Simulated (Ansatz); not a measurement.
# Mo (Im-3m) in Ansatz: a series of runs, part 2 of 2

Ansatz 0.2.0. Earlier steps stand in the parts before.

### 3 Relaxation of cell and atoms, PBE+D4

Input file input.yaml:

```yaml
crystal:
  lattice:
    - [-1.5838089719, 1.5838089719, 1.5838089719]
    - [1.5838089719, -1.5838089719, 1.5838089719]
    - [1.5838089719, 1.5838089719, -1.5838089719]
  atoms:
    - { symbol: Mo, position: [0.0, 0.0, 0.0] }
hamiltonian:
  xc: pbe
  pseudopotentials: { kind: paw }
  dispersion: d4
kpoints:
  mp_grid: { grid: [12, 12, 12] }
scf:
  occupations: { method: fermi_dirac, width: 0.05 }
output:
  forces: true
  stress: true
  eigenvalues: true
relax:
  f_tol: 0.01
  max_steps: 40
  cell: { stress_tol: 0.05 }
```

Potentials or basis: Ansatz PAW.

Launch:

```sh
> ansatz run input.yaml --threads 2 --pin off --max-ram 5632MiB --backend cpu --events-out ev --progress --plain --runs-dir out
```

Standard output:

```text
Warning: RAYON_NUM_THREADS=2 ignored (pool sized by the plan → 2); use --threads N
Engine: ansatz 0.2.0, aarch64-unknown-linux-gnu
Pseudopotentials: kind: paw
Pseudopotential: Mo, paw, valence charge 14, recommended cutoff 420 eV (normal), Mo.paw.azcp
Functional definition: PBE
  parameter kappa = 0.804
  parameter beta = 0.06672455060314922
  exchange = pbe_x(kappa = kappa, mu = beta*pi^2/3)
  correlation = pbe_c(beta = beta)
Crystal: 1 atoms, lattice volume = 15.892 Å³
Basis set: ecut = 420 eV, 321 PW (Γ), exchange–correlation on 40×40×40 points (8 copies of the dense FFT grid, shifted against one another)
Bands: 11, of which v1, the nominal top of the filled ones, is band 7 counted from 1 (6 counted from 0)
Symmetry: 48 space group operations
Space group: Im-3m (ITA 229), of the structure as read, at distance tolerance 2.5e-5 Å
k-points: 72 of 1728
Non-local potential: Mo, projectors of the file, l = 0: 3, l = 1: 2, l = 2: 2, l = 3: 1
PAW form: soft (Blöchl's): semilocal exchange-correlation on the pseudo side does not see the compensation charge
PAW one-centre angular grid: Mo, 590 points (default); XC on 64 Gauss nodes
Initial density: superposition of atomic densities (neutral atoms: chi_scale 0, normalization atom), corrected by the library's trained network
Initial wavefunctions: pseudopotential atomic-orbital guess
Functional: x = pbe(κ = 0.804, μ = 0.2195149727645171), c = pbe(β = 0.06672455060314922)
SCF iter   1: F=—  HF=-4956.636910 eV  |F-HF|=—  |Δ(HF+E_count)|=         —  Δρ=1.95e-3  dr2=3.61e-4  ethr=1.77e-3  ⟨swp⟩=5.1  Hψ=4640  notcnv=0
preconditioner: auto → none  [metal: Δε(μ)=0.069 eV  Ē_g=8.198 eV  σ=0.050 eV  W_gap=0.32  n_scr=0 (ndim 8)  ℏωp=22.8 eV  f_vac=0.000  D(μ)=0.32/eV (n_scr^D=0)]
SCF iter   2: F=—  HF=-4956.636936 eV  |F-HF|=—  |Δ(HF+E_count)|=   2.55e-5  Δρ=1.00e-3  dr2=5.86e-5  ethr=2.58e-6  ⟨swp⟩=2.6  Hψ=1900  notcnv=0
SCF iter   3: F=—  HF=-4956.636956 eV  |F-HF|=—  |Δ(HF+E_count)|=   2.06e-5  Δρ=2.46e-4  dr2=5.61e-6  ethr=4.19e-7  ⟨swp⟩=2.3  Hψ=1289  notcnv=0
SCF iter   4: F=—  HF=-4956.636958 eV  |F-HF|=—  |Δ(HF+E_count)|=   1.55e-6  Δρ=4.75e-5  dr2=1.25e-7  ethr=4.01e-8  ⟨swp⟩=2.2  Hψ=975  notcnv=0
iter 5 did not close the SCF: its close was put off for the readings that it lacked (scf_convergence_deferred on its scf_iter line)
SCF iter   5: F=-4956.636958 eV  HF=-4956.636958 eV  |F-HF|=1.42e-8  |Δ(HF+E_count)|=   1.58e-8  Δρ=1.77e-5  dr2=1.99e-8  ethr=8.90e-10  ⟨swp⟩=2.0  Hψ=1294  notcnv=0
SCF iter   6: F=-4956.636958 eV  HF=-4956.636958 eV  |F-HF|=1.54e-9  |Δ(HF+E_count)|=   6.37e-9  Δρ=6.37e-6  dr2=2.20e-9  ethr=1.42e-10  ⟨swp⟩=2.1  Hψ=2649  notcnv=0
SCF 1 converged in 6 iterations: F = -4956.636958 eV  dr2 = 2.20e-9
relax step   1: F+E_penalty+E_count = -4956.63695803 eV  Δ(F+E_penalty+E_count) = +0.000e0 eV  max|allowed force component| = 0.000e0 eV/Å  Δτ_max = 0.0000 Å  P = -7.587 GPa  Ω = 15.892 Å³  (6 SCF iters, dr2 threshold 1.00e-7 eV, accepted)
Crystal: 1 atoms, lattice volume = 14.496 Å³
Initial density: handed on by an earlier stage of this run
Initial wavefunctions: those handed on with the density
iter 1 solved again at ethr=1.06e-5 eV; its pass at ethr=3.10e-3 eV (dr2=1.49e-3 eV) is discarded
SCF iter   1: F=—  HF=-4956.592715 eV  |F-HF|=—  |Δ(HF+E_count)|=         —  Δρ=5.45e-3  dr2=1.43e-3  ethr=1.06e-5  ⟨swp⟩=1.9  Hψ=6283  notcnv=0
preconditioner: auto → none  [insulator: Δε(μ)=0.187 eV  Ē_g=8.987 eV  σ=0.050 eV  W_gap=0.68  n_scr=0 (ndim 8)  ℏωp=23.9 eV  f_vac=0.000  D(μ)=0.21/eV (n_scr^D=0)  ε∞_Penn≈8.1]
SCF iter   2: F=—  HF=-4956.593407 eV  |F-HF|=—  |Δ(HF+E_count)|=   6.92e-4  Δρ=2.75e-3  dr2=3.41e-4  ethr=1.02e-5  ⟨swp⟩=1.0  Hψ=792  notcnv=0
SCF iter   3: F=—  HF=-4956.593672 eV  |F-HF|=—  |Δ(HF+E_count)|=   2.65e-4  Δρ=1.99e-4  dr2=4.54e-6  ethr=2.44e-6  ⟨swp⟩=1.5  Hψ=969  notcnv=0
SCF iter   4: F=—  HF=-4956.593671 eV  |F-HF|=—  |Δ(HF+E_count)|=   1.87e-6  Δρ=5.78e-5  dr2=1.10e-7  ethr=3.24e-8  ⟨swp⟩=2.0  Hψ=1266  notcnv=0
[... 16 lines left out ...]
SCF iter   1: F=—  HF=-4956.648220 eV  |F-HF|=—  |Δ(HF+E_count)|=         —  Δρ=1.71e-4  dr2=1.65e-6  ethr=1.50e-8  ⟨swp⟩=2.1  Hψ=5572  notcnv=0
preconditioner: auto → none  [metal: Δε(μ)=0.081 eV  Ē_g=8.441 eV  σ=0.050 eV  W_gap=0.36  n_scr=0 (ndim 8)  ℏωp=23.2 eV  f_vac=0.000  D(μ)=0.29/eV (n_scr^D=0)]
SCF iter   2: F=—  HF=-4956.648221 eV  |F-HF|=—  |Δ(HF+E_count)|=   5.12e-7  Δρ=8.83e-5  dr2=3.89e-7  ethr=1.18e-8  ⟨swp⟩=1.0  Hψ=792  notcnv=0
SCF iter   3: F=-4956.648221 eV  HF=-4956.648221 eV  |F-HF|=2.34e-8  |Δ(HF+E_count)|=   2.72e-7  Δρ=1.39e-5  dr2=2.83e-8  ethr=7.14e-10  ⟨swp⟩=4.3  Hψ=2827  notcnv=0
SCF 4 converged in 3 iterations: F = -4956.648221 eV  dr2 = 2.83e-8
relax step   4: F+E_penalty+E_count = -4956.64822075 eV  Δ(F+E_penalty+E_count) = -1.274e-4 eV  max|allowed force component| = 0.000e0 eV/Å  Δτ_max = 0.0000 Å  P = -0.010 GPa  Ω = 15.434 Å³  energy of the carried Pulay correction = +1.343e-4 eV  (3 SCF iters, dr2 threshold 1.00e-7 eV, accepted)
Initial wavefunctions: pseudopotential atomic-orbital guess (no wavefunctions were taken with the density)
iter 1 solved again at ethr=1.81e-8 eV; its pass at ethr=3.10e-3 eV (dr2=2.53e-6 eV) is discarded
SCF iter   1: F=—  HF=-4956.648079 eV  |F-HF|=—  |Δ(HF+E_count)|=         —  Δρ=6.76e-5  dr2=1.05e-7  ethr=1.81e-8  ⟨swp⟩=3.1  Hψ=7013  notcnv=0
preconditioner: auto → none  [metal: Δε(μ)=0.081 eV  Ē_g=8.441 eV  σ=0.050 eV  W_gap=0.37  n_scr=0 (ndim 8)  ℏωp=23.2 eV  f_vac=0.000  D(μ)=0.29/eV (n_scr^D=0)]
SCF iter   2: F=—  HF=-4956.648079 eV  |F-HF|=—  |Δ(HF+E_count)|=   2.67e-7  Δρ=3.25e-5  dr2=2.07e-8  ethr=7.53e-10  ⟨swp⟩=1.5  Hψ=874  notcnv=0
SCF iter   3: F=—  HF=-4956.648079 eV  |F-HF|=—  |Δ(HF+E_count)|=   1.59e-8  Δρ=3.94e-6  dr2=7.84e-10  ethr=1.48e-10  ⟨swp⟩=3.0  Hψ=1295  notcnv=0
SCF iter   4: F=—  HF=-4956.648079 eV  |F-HF|=—  |Δ(HF+E_count)|=  1.14e-10  Δρ=1.02e-6  dr2=4.02e-11  ethr=5.60e-12  ⟨swp⟩=2.4  Hψ=1090  notcnv=0
SCF iter   5: F=-4956.648079 eV  HF=-4956.648079 eV  |F-HF|=9.09e-13  |Δ(HF+E_count)|=  3.73e-11  Δρ=8.65e-8  dr2=3.21e-13  ethr=1.00e-12  ⟨swp⟩=4.9  Hψ=2807  notcnv=0
SCF 5 converged in 5 iterations: F = -4956.648079 eV  dr2 = 3.21e-13
relax step   5: F+E_penalty+E_count = -4956.64807871 eV  Δ(F+E_penalty+E_count) = +1.420e-4 eV  max|allowed force component| = 0.000e0 eV/Å  Δτ_max = 0.0000 Å  P = -0.006 GPa  Ω = 15.434 Å³  stress off target by 6.28e-3 GPa  SCF on the basis re-selected at this cell (its energy is not comparable with the rows above)  (5 SCF iters)
basis re-selected at this cell: Δ(F+E_penalty+E_count) = +1.420e-4 eV, ΔP = +0.004 GPa vs the last step (what re-selecting the basis moved, of the pressure what is left beyond the Pulay correction that the steps carried, after the strain that the cell walked since its last selection, with what the two solves' SCF thresholds leave and, on support functions, any second-order correction that the steps lacked; it is no measure of the basis error at this ecutwfc). This SCF's stress stands 6.28e-3 GPa from its target on what of the cell is left free (relax.cell.stress_tol is 5.00e-2 GPa) and its largest allowed force component is 0.00e0 eV/Å (relax.f_tol is 1.00e-2 eV/Å): within both
SCF converged after 5 iterations
Free energy (F): -4956.648079 eV
Harris-Foulkes:  -4956.648079 eV  (|F-HF|=9.09e-13)
Internal energy: -4956.645703 eV  (E = F + TS)
E sigma→0 (E₀):  -4956.646891 eV
Entropy (-TS):   -0.002376 eV (-2.376 meV/atom)
Fermi energy:    21.368964 eV
--- Per-component energies (eV) ---
  E_band       = -50.673387
  E_kinetic    = 441.623894
  E_local      = -774.655914  (includes V_loc(G=0)·N_el)
  E_nonlocal   = 142.680494
  E_hartree    = 256.568949
  E_xc         = -183.838933
  E_vxc        = -229.483325  (∫ρ·V_xc dr)
  E_paw        = -3201.280772  (= ΣΔE_a)
  E_vpaw       = -143.976468  (= ΣTr[D̂ρ^β])
  E_aug_tail   = 0.000046  (compensation charges beyond the density's cutoff)
  E_ewald      = -1637.126921
  E_disp       = -0.616546  (pairwise vdW)
  E_smearing   = -0.002376  (= −TS)
  E_closure    = 0.000000  (closes the sum)
  Σ components = -4956.648079   (vs F -4956.648079, Δ=0.00e0)
--- Forces (eV/Å), atoms counted from 1 ---
  atom   1  Mo    -0.00000000    -0.00000000     0.00000000
  max |Σ_I F_I| component: 5.65e-32 eV/Å
--- Stress (GPa, compression-positive) ---
       -0.006285      -0.000000       0.000000
        0.000000      -0.006285       0.000000
        0.000000      -0.000000      -0.006285
  P = ⅓ Tr σ = -0.0063 GPa (-0.063 kbar)
--- Band table (eV; the first three rows and the last of 72) ---
  k-point 0: bands = ["-39.8659", "-13.0957", "-13.0957", "-13.0957", "14.1501", "20.0307", "20.0307", "20.0307", "23.1005", "23.1005", "36.1290"]
  k-point 1: bands = ["-39.8477", "-13.2002", "-13.1278", "-13.0965", "14.4581", "19.8573", "19.9982", "20.3233", "22.8571", "23.1061", "36.3513"]
  k-point 2: bands = ["-39.7975", "-13.4801", "-13.2148", "-13.0987", "15.2680", "19.4168", "19.8483", "21.1734", "22.5181", "23.1467", "36.6776"]
  k-point 71: bands = ["-39.3924", "-14.0975", "-14.0975", "-14.0975", "15.8855", "15.8855", "25.4680", "25.4680", "25.4680", "30.5686", "30.5686"]
--- Relaxed structure (4 steps of the walk, 3 accepted, 1 SCFs on fresh bases) ---
  F+E_penalty+E_count = -4956.64807871 eV   max|allowed force component| = 0.000e0 eV/Å   (the final SCF, on the basis selected at the relaxed cell)
  cell:  # Å, volume = 15.4343 Å³
    - [-1.568467214968905, 1.568467214968905, 1.568467214968905]
    - [1.568467214968905, -1.568467214968905, 1.568467214968905]
    - [1.568467214968905, 1.568467214968905, -1.568467214968905]
  atoms:
    - { symbol: Mo, position: [0.0, 0.0, 0.0] }
```

It took 2.9 s on 2 threads of Arm Neoverse V2, shared host; peak memory 0.27 GiB.

What came out:

```
Free energy                            : -4956.6481 eV
Relaxed volume                         : 15.43 Å³/atom
Relaxed cell                           : a = 2.717 Å, b = 2.717 Å, c = 2.717 Å, α = 109.47°, β = 109.47°, γ = 109.47°
Space group after relaxing (to 0.05 Å) : Im-3m (No. 229)
Energy gained by relaxing              : 11.1 meV/atom
Ionic steps                            : 4
Pressure after relaxing                : 0.0 GPa
Band gap on the k mesh                 : none (metal or under the smearing width)
```

The path:
| step | energy change (eV) | largest force (eV/Å) | volume (Å³) |
| --- | --- | --- | --- |
| 1 | 0.0000 | 0.0000 | 15.89 |
| 2 | -0.0111 | 0.0000 | 15.48 |
| 3 | -0.0113 | 0.0000 | 15.43 |
| 4 | -0.0111 | 0.0000 | 15.43 |

Final structure:
```yaml
crystal:
  lattice:
    - [-1.56847, 1.56847, 1.56847]
    - [1.56847, -1.56847, 1.56847]
    - [1.56847, 1.56847, -1.56847]
  atoms:
    - { symbol: Mo, position: [0.00000, 0.00000, 0.00000] }
```

Caveat: the plane-wave basis is chosen anew once the cell has moved, so the energies of steps on either side of that aren't comparable; pairwise dispersion overbinds metals, which lowers pressure and volume.
